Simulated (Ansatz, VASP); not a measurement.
**One calculation of CaO (Lime), two programs**

File INCAR:

```
SYSTEM = CaO
PREC = Accurate
ENCUT = 520
EDIFF = 1E-6
ISMEAR = 0
SIGMA = 0.01
LREAL = .FALSE.
LASPH = .TRUE.
NELM = 80
ALGO = Normal
ISIF = 2
LWAVE = .FALSE.
LCHARG = .TRUE.
GGA = PE
LELF = .TRUE.
LVHAR = .TRUE.
NBANDS = 15
```

KPOINTS

```
regular mesh
0
G
  8 8 8
  0 0 0
```

The input POSCAR:

```
CaO
1.0
    0.0000000000      2.4624220777      2.4624220777
    2.4624220777      0.0000000000      2.4624220777
    2.4624220777      2.4624220777      0.0000000000
Ca O
1 1
Direct
    0.0000000000      0.0000000000      0.0000000000
    0.5000000000      0.5000000000      0.5000000000
```

Input for Ansatz:

```yaml
crystal:
  lattice:
    - [0.0, 2.4624220777, 2.4624220777]
    - [2.4624220777, 0.0, 2.4624220777]
    - [2.4624220777, 2.4624220777, 0.0]
  atoms:
    - { symbol: Ca, position: [0.0, 0.0, 0.0] }
    - { symbol: O, position: [0.5, 0.5, 0.5] }
kpoints:
  mp_grid: { grid: [8, 8, 8] }
hamiltonian:
  xc: pbe
scf:
  occupations: { method: fixed }
  n_extra_bands: 4
output:
  forces: true
  stress: true
  eigenvalues: true
```

Alike in both runs: task single point; functional PBE; k mesh 8 × 8 × 8; no spin polarisation.

|  | VASP | Ansatz |
| --- | --- | --- |
| version | VASP 6.6.1 | Ansatz 0.2.0 |
| potentials or method | VASP PAW PBE potentials, release 64 (Ca_sv, O) | plane waves, PAW |
| plane-wave cutoff (eV) | 520 | 420 |
| occupations | gaussian, width 0.01 eV | fixed |
| valence electrons in the cell | 16 | 16 |

```tsv
	VASP	Ansatz	Ansatz less VASP
gap on the k mesh at the Fermi level (eV)	3.64	3.66	+0.016
pressure (GPa)	-5.0	-5.4	-0.40
```

A k mesh can miss the band edges.
